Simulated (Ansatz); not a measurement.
**Pressure against volume: O**

```cif
data_structure
_symmetry_space_group_name_H-M 'Fm-3m'
_symmetry_Int_Tables_number 225
_cell_length_a 3.1725
_cell_length_b 3.1725
_cell_length_c 3.1725
_cell_angle_alpha 90.000
_cell_angle_beta 90.000
_cell_angle_gamma 90.000
_cell_volume 31.93
loop_
_atom_site_label
_atom_site_type_symbol
_atom_site_symmetry_multiplicity
_atom_site_Wyckoff_symbol
_atom_site_fract_x
_atom_site_fract_y
_atom_site_fract_z
_atom_site_occupancy
O1 O 4 a 0.00000 0.00000 0.00000 1
```

The runs use the primitive cell with vectors (0.000, 1.586, 1.586), (1.586, 0.000, 1.586), (1.586, 1.586, 0.000) Å, to which the k mesh refers.

The cell was built from the fcc type and relaxed in the same program, and has space group Fm-3m; it needn't be a known or the stable phase.

This is a hypothetical arrangement without O2 molecules, not solid oxygen as it is known.

All numbers are computed: DFT, PBE, all-electron LAPW, scalar-relativistic (Ansatz 0.2.0); DFT, PBE, PAW with Ansatz's default frozen-core files, scalar-relativistic (Ansatz 0.2.0).

For LAPW: a Γ-centred 16×16×16 k mesh, Fermi–Dirac smearing of 0.03 eV, basis error target 0.25 meV/atom, no spin polarisation. PAW takes a cutoff of 420 eV at this cell. The Ansatz runs share mesh, smearing and spin set-up. Plane-wave (PAW) pressures include the program's estimate of the Pulay term.

The cell above is scaled evenly, with fractional coordinates and shape held.

```csv
V/V(cell),V (Å³/atom),"P, LAPW (GPa)","P, PAW (GPa)"
0.9600,7.663,?,?
0.9800,7.823,2.95,2.96
1.0000,7.983,-0.02,-0.02
1.0200,8.142,-2.69,-2.66
1.0400,8.302,-5.07,-5.03
```

(1) Fill in the row V/V(cell) = 0.9600.

(2) What do Birch–Murnaghan fits to the pressures give?

Answers

(1) P, LAPW (GPa) = 6.28, P, PAW (GPa) = 6.29.

(2) LAPW: V0 = 7.98 Å³/atom, B0 = 141 GPa, B0′ = 4.6; PAW: V0 = 7.98 Å³/atom, B0 = 140 GPa, B0′ = 4.7.
